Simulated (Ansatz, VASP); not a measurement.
# Bi7Te12 (Tellurobismuthite) in two plane-wave programs, part 2 of 2

Wanted: the spread between two codes on one cell, functional and k mesh. The structure shown is the end of the VASP relaxation below.

VASP 6.6.1 and Ansatz 0.2.0.

So far: Set-up; VASP: relaxation, PBE.

## Step 3: Ansatz: single point, PBE

Level of this step: Ansatz beside VASP: Kohn-Sham DFT, plane waves, PBE (Ansatz).

Ansatz runs on its default PAW (the set named soft_2) files.

The same cell, functional, mesh and smearing now go to Ansatz, which takes its cutoff from its data sets.

Input file input.yaml:

```yaml
crystal:
  lattice:
    - [2.22236483, 1.28308293, 10.60308323]
    - [-4.44472966, 2.56616586, 21.20616647]
    - [0.0, -5.13233173, 21.20616647]
  atoms:
    - { symbol: Bi, position: [0.61465481, 0.28902612, 0.79965943] }
    - { symbol: Bi, position: [0.61850881, 0.79673512, 0.29116927] }
    - { symbol: Bi, position: [0.58919918, 0.80309982, 0.80441978] }
    - { symbol: Bi, position: [0.39133514, 0.20007056, 0.20045469] }
    - { symbol: Bi, position: [0.39198117, 0.20163812, 0.70670337] }
    - { symbol: Bi, position: [0.39122063, 0.70683089, 0.20108779] }
    - { symbol: Bi, position: [0.40823581, 0.68721206, 0.68695527] }
    - { symbol: Te, position: [0.78692034, 0.39494992, 0.39325109] }
    - { symbol: Te, position: [0.76610936, 0.40382005, 0.89070441], spin: 0.6 }
    - { symbol: Te, position: [0.76736393, 0.89204061, 0.40218398], spin: 0.6 }
    - { symbol: Te, position: [0.73317322, 0.91923757, 0.91958288] }
    - { symbol: Te, position: [0.26722209, 0.08115683, 0.08269665] }
    - { symbol: Te, position: [0.23455863, 0.11407324, 0.59437657] }
    - { symbol: Te, position: [0.23969074, 0.58993125, 0.11711202], spin: 0.6 }
    - { symbol: Te, position: [0.21078598, 0.60793207, 0.60802671] }
    - { symbol: Te, position: [0.99687736, 0.00250928, 0.00046703] }
    - { symbol: Te, position: [0.98551136, 0.00716266, 0.50131449] }
    - { symbol: Te, position: [0.98694787, 0.5020075, 0.00567461] }
    - { symbol: Te, position: [0.00813325, 0.49970895, 0.49911583] }
hamiltonian:
  xc: pbe
  pseudopotentials: { kind: paw }
magnetization:
  spin_polarized: true
kpoints:
  mp_grid: { grid: [3, 2, 2] }
scf:
  occupations: { method: gaussian, width: 0.05 }
  n_extra_bands: 10
output:
  forces: true
  eigenvalues: true
  write_density: true
  write_potential: true
  elf: true
  volumetric_format: npy
```

Started as:

```
$ ansatz run input.yaml --threads 8 --pin off --max-ram 18432MiB --backend cpu --events-out ev --progress --plain --runs-dir out
```

Numbers of over 12 decimals in the logs are rounded to 6 here.

What it wrote:

```text
Warning: the band count 159 (scf.n_extra_bands) hosts the net moment |M| = 1.8000 μB (N_el = 297) but caps the reachable moment at 2·n_bands − N_el = 21.0000 μB, below the 180 bands that the automatic rule leaves for it — a moment growing past the seed, or the majority channel's smearing tail, pins there with fewer empty majority states than that count leaves; raise or omit scf.n_extra_bands unless the cap is intended
basis.fft_grid_basis auto: the FFT boxes are laid along the combinations [[1, 0, 0], [-2, 1, 0], [-2, 0, 1]] of the cell's own vectors, 10.909, 8.889 and 8.889 Å long. The dense box has 75×60×60 points. Along the cell's own vectors, as sized, it would have 75×150×150, 6.25 times as many. basis.fft_grid_basis: typed keeps the cell's own vectors: state it where this run's energies or levels are differenced outside the  [...]
scf.n_extra_bands = 10 over 149 filled bands (N_el = 297.0): the run solves 159 bands
Engine: ansatz 0.2.0, aarch64-unknown-linux-gnu
Pseudopotentials: kind: paw
Pseudopotential: Bi, paw, valence charge 15, recommended cutoff 420 eV (normal), Bi.paw.azcp
Pseudopotential: Te, paw, valence charge 16, recommended cutoff 420 eV (normal), Te.paw.azcp
Functional definition: PBE
  parameter kappa = 0.804
  parameter beta = 0.066725
  exchange = pbe_x(kappa = kappa, mu = beta*pi^2/3)
  correlation = pbe_c(beta = beta)
Crystal: 19 atoms, lattice volume = 725.627 Å³
Basis set: ecut = 420 eV, 14225 PW (Γ), FFT grids on a1, −2a1+a2, −2a1+a3, exchange–correlation on 150×120×120 points (8 copies of the dense FFT grid, shifted against one another)
Bands: 159, of which v1, the nominal top of the filled ones, is band 149 counted from 1 (148 counted from 0)
Symmetry: 1 space group operations
Space group: P1 (ITA 1), of the structure as read, at distance tolerance 9.0e-5 Å
Magnetic group: BNS 1.1 (UNI 1), of the structure as read, at distance tolerance 9.0e-5 Å
k-points: 8 of 12 (time reversal used)
Non-local potential: Bi, projectors of the file, l = 0: 2, l = 1: 2, l = 2: 2, l = 3: 2
Non-local potential: Te, projectors of the file, l = 0: 2, l = 1: 2, l = 2: 2, l = 3: 2
PAW form: soft (Blöchl's): semilocal exchange-correlation on the pseudo side does not see the compensation charge
PAW one-centre angular grid: Bi, 590 points (default); XC on 64 Gauss nodes
PAW one-centre angular grid: Te, 590 points (default); XC on 64 Gauss nodes
Initial density: superposition of atomic densities (chi_scale 0.1, normalization cell)
Starting moments: Σ|m| = 1.8 μB on 3 of 19 sites
Initial wavefunctions: pseudopotential atomic-orbital guess
Functional: x = pbe(κ = 0.804, μ = 0.219515), c = pbe(β = 0.066725)
iter 1 solved again at ethr=2.28e-3 eV; its pass at ethr=3.10e-3 eV (dr2=6.76e0 eV) is discarded
SCF iter   1: F=—  HF=-170539.166419 eV  |F-HF|=—  |Δ(HF+E_count)|=         —  Δρ=1.42e-2 (↑1.33e-2 ↓1.42e-2)  dr2=6.75e0  dr2_m=6.92e-1  M=0.292 μB ∫|m|=0.394 μB  β_m=0.30  ethr=2.28e-3  ⟨swp⟩=1.0  Hψ=13342  notcnv=0
preconditioner: auto → Kerker (q_TF=auto, 2.351 Å⁻¹)  [metal: Δε(μ)=0.011 eV  Ē_g=6.681 eV  σ=0.050 eV  W_gap=0.12  n_scr=160 (ndim 8)  ℏωp=14.3 eV  f_vac=0.041  D(μ)=10.86/eV (n_scr^D=54)]
spin=Collinear: Kerker preconditioning applied to the charge; magnetization (m = ρ↑ − ρ↓) channel mixes plain (no charge-response kernel on spin).
SCF iter   2: F=—  HF=-170538.573408 eV  |F-HF|=—  |Δ(HF+E_count)|=   5.93e-1  Δρ=1.03e-2 (↑9.72e-3 ↓1.03e-2)  dr2=3.69e0  dr2_m=3.44e-1  M=0.278 μB ∫|m|=0.367 μB  β_m=0.30  ethr=2.27e-3  ⟨swp⟩=1.0  Hψ=2544  notcnv=0
SCF iter   3: F=—  HF=-170537.886949 eV  |F-HF|=—  |Δ(HF+E_count)|=   6.86e-1  Δρ=5.43e-3 (↑5.43e-3 ↓5.27e-3)  dr2=1.54e-1  dr2_m=1.72e-1  M=0.190 μB ∫|m|=0.296 μB  β_m=0.30  ethr=1.24e-3  ⟨swp⟩=4.6  Hψ=3519  notcnv=0  defer=2
SCF iter   4: F=—  HF=-170537.890855 eV  |F-HF|=—  |Δ(HF+E_count)|=   3.91e-3  Δρ=3.76e-3 (↑3.76e-3 ↓3.76e-3)  dr2=7.62e-2  dr2_m=8.60e-2  M=0.175 μB ∫|m|=0.264 μB  β_m=0.30  ethr=5.17e-5  ⟨swp⟩=1.7  Hψ=3337  notcnv=0  defer=29
SCF iter   5: F=—  HF=-170537.903396 eV  |F-HF|=—  |Δ(HF+E_count)|=   1.25e-2  Δρ=2.70e-3 (↑2.49e-3 ↓2.70e-3)  dr2=1.64e-2  dr2_m=4.31e-2  M=0.164 μB ∫|m|=0.238 μB  β_m=0.30  ethr=2.57e-5  ⟨swp⟩=2.0  Hψ=4612  notcnv=0  defer=29
SCF iter   6: F=—  HF=-170537.904129 eV  |F-HF|=—  |Δ(HF+E_count)|=   7.33e-4  Δρ=1.91e-3 (↑1.91e-3 ↓1.74e-3)  dr2=4.40e-3  dr2_m=2.17e-2  M=0.149 μB ∫|m|=0.213 μB  β_m=0.30  ethr=5.52e-6  ⟨swp⟩=2.0  Hψ=4724  notcnv=0  defer=29
SCF iter   7: F=—  HF=-170537.906344 eV  |F-HF|=—  |Δ(HF+E_count)|=   2.22e-3  Δρ=1.37e-3 (↑1.37e-3 ↓1.25e-3)  dr2=2.49e-3  dr2_m=1.09e-2  M=0.137 μB ∫|m|=0.194 μB  β_m=0.30  ethr=1.48e-6  ⟨swp⟩=2.0  Hψ=2950  notcnv=0  defer=29
Mixer restart at iter 7: flushing history
spin-set hold released at iteration 7 (site moments contracting): the magnetisation degrees of freedom join the quasi-Newton model from the next iteration; the mixer history was flushed
SCF iter   8: F=—  HF=-170537.907431 eV  |F-HF|=—  |Δ(HF+E_count)|=   1.09e-3  Δρ=9.66e-4 (↑9.66e-4 ↓8.98e-4)  dr2=1.78e-3  dr2_m=5.54e-3  M=0.127 μB ∫|m|=0.176 μB  β_m=0.65  ethr=8.39e-7  ⟨swp⟩=1.0  Hψ=2506  notcnv=0  defer=29
SCF iter   9: F=—  HF=-170537.909220 eV  |F-HF|=—  |Δ(HF+E_count)|=   1.79e-3  Δρ=9.59e-5 (↑9.59e-5 ↓9.48e-5)  dr2=4.63e-4  dr2_m=3.89e-5  M=0.090 μB ∫|m|=0.115 μB  β_m=0.82  ethr=6.00e-7  ⟨swp⟩=2.0  Hψ=4421  notcnv=0  defer=29
SCF iter  10: F=—  HF=-170537.909434 eV  |F-HF|=—  |Δ(HF+E_count)|=   2.14e-4  Δρ=6.06e-5 (↑5.88e-5 ↓6.06e-5)  dr2=1.89e-4  dr2_m=1.64e-5  M=0.069 μB ∫|m|=0.085 μB  β_m=0.91  ethr=1.56e-7  ⟨swp⟩=2.0  Hψ=3642  notcnv=0  defer=29
SCF iter  11: F=—  HF=-170537.909594 eV  |F-HF|=—  |Δ(HF+E_count)|=   1.60e-4  Δρ=2.83e-5 (↑2.83e-5 ↓2.62e-5)  dr2=7.49e-6  dr2_m=4.25e-6  M=0.034 μB ∫|m|=0.041 μB  β_m=0.96  ethr=6.36e-8  ⟨swp⟩=2.2  Hψ=4306  notcnv=0  defer=29
SCF iter  12: F=—  HF=-170537.909947 eV  |F-HF|=—  |Δ(HF+E_count)|=   3.52e-4  Δρ=1.70e-5 (↑1.53e-5 ↓1.70e-5)  dr2=2.18e-6  dr2_m=1.59e-6  M=0.023 μB ∫|m|=0.027 μB  β_m=0.98  ethr=2.52e-9  ⟨swp⟩=3.0  Hψ=5157  notcnv=0  defer=38
SCF iter  13: F=—  HF=-170537.909956 eV  |F-HF|=—  |Δ(HF+E_count)|=   9.42e-6  Δρ=1.04e-5 (↑1.03e-5 ↓1.04e-5)  dr2=7.74e-7  dr2_m=6.64e-7  M=0.015 μB ∫|m|=0.018 μB  β_m=0.99  ethr=7.33e-10  ⟨swp⟩=3.0  Hψ=5200  notcnv=0  defer=38
SCF iter  14: F=—  HF=-170537.909960 eV  |F-HF|=—  |Δ(HF+E_count)|=   4.36e-6  Δρ=6.76e-6 (↑6.76e-6 ↓6.02e-6)  dr2=3.47e-7  dr2_m=2.52e-7  M=0.009 μB ∫|m|=0.011 μB  β_m=0.99  ethr=2.60e-10  ⟨swp⟩=3.1  Hψ=5293  notcnv=0  defer=38
SCF iter  15: F=—  HF=-170537.909963 eV  |F-HF|=—  |Δ(HF+E_count)|=   2.18e-6  Δρ=2.62e-6 (↑2.21e-6 ↓2.62e-6)  dr2=8.64e-8  dr2_m=3.26e-8  M=0.003 μB ∫|m|=0.004 μB  β_m=1.00  ethr=3.37e-11  ⟨swp⟩=13.1  Hψ=23511  notcnv=0
SCF iter  16: F=—  HF=-170537.909963 eV  |F-HF|=—  |Δ(HF+E_count)|=   2.85e-7  Δρ=1.18e-6 (↑1.18e-6 ↓9.62e-7)  dr2=4.38e-8  dr2_m=5.29e-9  M=0.001 μB ∫|m|=0.002 μB  β_m=1.00  ethr=2.91e-11  ⟨swp⟩=10.0  Hψ=18387  notcnv=0
SCF iter  17: F=—  HF=-170537.909963 eV  |F-HF|=—  |Δ(HF+E_count)|=   4.96e-8  Δρ=5.22e-7 (↑4.68e-7 ↓5.22e-7)  dr2=1.30e-8  dr2_m=9.61e-10  M=0.000 μB ∫|m|=0.001 μB  β_m=1.00  ethr=1.48e-11  ⟨swp⟩=9.0  Hψ=16280  notcnv=0
SCF iter  18: F=-170537.909963 eV  HF=-170537.909963 eV  |F-HF|=5.82e-11  |Δ(HF+E_count)|=   1.24e-8  Δρ=1.39e-7 (↑1.36e-7 ↓1.39e-7)  dr2=1.06e-9  dr2_m=5.79e-11  M=0.000 μB ∫|m|=0.000 μB  ethr=4.36e-12  ⟨swp⟩=8.0  Hψ=15558  notcnv=0
SCF 1 converged in 18 iterations: F = -170537.909963 eV  dr2 = 1.06e-9
  greatest PAW one-centre occupation: 0.998 electrons in one spin orbital (limit 2), on the Te atom at site 11 (counted from 0), in its partial waves of l = 2
WARN: the starting moments were not kept: the SCF closed with an absolute magnetisation of 1.0e-4 μB, where they sum to 1.8 μB in size (3 sites). That is at most 0.1 of that sum. Measured as dr2_m measures the in/out step, that magnetisation stands 4.6e-10 eV from none, at or under the dr2_threshold of 1.0e-7 eV: it is no larger than a step whose dr2_m would equal this threshold. The system may hold no moment; this S [...]
SCF converged after 18 iterations
Magnetization: 0.0001 μB (148.5000 up, 148.5000 down)
Absolute magnetization: 0.0001 μB (∫|ρ↑−ρ↓|, with the PAW one-centre terms)
Spin contamination: 0.0000 ħ² per cell (⟨S²⟩ above its minimum at these occupations)
Per-site moments (μB) at R_I (Å): [(-1.0791367836524738e-6, 1.225525), (2.0445778609265115e-7, 1.227415), (-4.2405687154352244e-7, 1.260384), (1.0810465848097916e-6, 1.282623), (9.005135849532411e-7, 1.248736), (1.3181196354385493e-6, 1.252023), (1.1168182195825151e-6, 1.225018), (-1.797503244434919e-6, 1.272057), (-8.173408784270201e-7, 1.248736), (1.7572230708027078e-6, 1.252023), (1.2362325785141163e-6, 1.161693), (2.061185031136417e-6, 1.161693), (2.7781300060329025e-5, 1.225525), (8.564787164880355e-6, 1.227415), (-1.3972945780245335e-7, 1.272336), (-7.025352330733726e-7, 1.347158), (-1.2078492434671202e-7, 1.288902), (1.884515798520342e-6, 1.285977), (3.0374896250615443e-7, 1.225018)]
Free energy (F): -170537.909963 eV
Harris-Foulkes:  -170537.909963 eV  (|F-HF|=5.82e-11)
Internal energy: -170537.901630 eV  (E = F + TS)
E sigma→0 (E₀):  -170537.905797 eV
Entropy (-TS):   -0.008333 eV (-0.439 meV/atom)
Fermi energy:    7.221587 eV
--- Per-component energies (eV) ---
  E_band       = -4324.261720
  E_kinetic    = 4259.112794
  E_local      = -28879.166541  (includes V_loc(G=0)·N_el)
  E_nonlocal   = 203.814079
  E_hartree    = 14450.831907
  E_xc         = -2543.389841
  E_vxc        = -2248.172399  (∫ρ·V_xc dr)
  E_paw        = -130587.791261  (= ΣΔE_a)
  E_vpaw       = -6561.507309  (= ΣTr[D̂ρ^β])
  E_aug_tail   = -0.005269  (compensation charges beyond the density's cutoff)
  E_ewald      = -27441.307499
  E_smearing   = -0.008333  (= −TS)
  E_closure    = 0.000000  (closes the sum)
  Σ components = -170537.909963   (vs F -170537.909963, Δ=0.00e0)
--- Forces (eV/Å), atoms counted from 1 ---
  atom   1  Bi     0.04515482     0.02654922    -0.02188489
  atom   2  Bi     0.03987172     0.03168771    -0.03121260
  atom   3  Bi     0.01585671     0.00825673    -0.02583898
  atom   4  Bi    -0.02922177    -0.01600222     0.02104674
  atom   5  Bi    -0.01748606    -0.01252693     0.04330269
  atom   6  Bi    -0.02977537    -0.02296365     0.04767873
  atom   7  Bi     0.01976284     0.02408594    -0.01604182
  atom   8  Te    -0.02481671    -0.01811475    -0.00669830
  atom   9  Te    -0.01993138    -0.01895860    -0.00100234
  atom  10  Te    -0.01612394    -0.01512160    -0.02502321
  atom  11  Te     0.00102409     0.00834684     0.03435722
  atom  12  Te     0.03718514     0.01466065    -0.00877701
  atom  13  Te    -0.01023969     0.00243328     0.03598556
  atom  14  Te    -0.02015340    -0.00230975     0.04411526
  atom  15  Te     0.00786621     0.00832407    -0.00469113
  atom  16  Te    -0.00697345    -0.01974493    -0.00149195
  atom  17  Te     0.01527904     0.00776315    -0.02715642
  atom  18  Te     0.00751199    -0.00227268    -0.01873234
  atom  19  Te    -0.01479027    -0.00409205    -0.03793545
  max |Σ_I F_I| component: 5.06e-7 eV/Å
--- Band table (eV; the first three rows and the last of 16) ---
  k-point 0 ↑: bands = [... 145 lower, 6.8406, 6.9201, 7.2889, 7.2967, 8.0378, 8.2148, 8.3877, 8.6023, ... 6 higher]
  k-point 1 ↑: bands = [... 145 lower, 6.8933, 6.9712, 7.1316, 7.1674, 7.9497, 8.4505, 8.5445, 8.7324, ... 6 higher]
  k-point 2 ↑: bands = [... 145 lower, 6.8964, 6.9716, 7.1333, 7.1633, 7.9528, 8.4577, 8.5351, 8.7337, ... 6 higher]
  k-point 7 ↓: bands = [... 145 lower, 6.9090, 6.9555, 7.1745, 7.2880, 7.9054, 8.3766, 8.4508, 8.5795, ... 6 higher]
```

Run time: 2.2 min. Hardware: 8 threads of Arm Neoverse N1, shared host; peak memory 4.8 GiB; 17 min of CPU time.

## Step 4: Differences

Known differences besides the potentials themselves: the data sets hold 297 valence electrons in Ansatz (default PAW (the set named soft_2) files) and 107 in VASP; the cutoff is 420 eV in Ansatz and 280 eV in VASP (PREC = Normal, projectors in real space); VASP leaves aspherical gradient terms in its spheres out (LASPH is not set), Ansatz keeps them. Total energies have different zeros and are not compared.

At this near-relaxed geometry the largest component of a force difference is 22 meV/Å. VASP's last cycles still show a density residual of 1e-02, so its state may not be settled.

## Step 5: Outcome

```yaml
r_m_s_force_difference_single_point_pbe: 10 meV/Å
```

What this shows: The r.m.s. force difference is 10 meV/Å (single point, PBE), within the 12 meV/Å picked in this series as the mark of a large difference. Such differences can come from data sets, numerical settings and the points named under the comparisons, not from the functional's error against experiment.

[Lines on the potential files, build, host, timing and source positions are cut from VASP's logs without a mark.]

[Logs are printed without paths, hosts, clocks, repeated set-up lines and the standing remarks that a program may print on its own settings, such as how far it seeks lower states.]

[Hosts, paths, dates, database ids (printed as entryN), source tags and the programs' standing remarks are cut or masked in the printed files.]
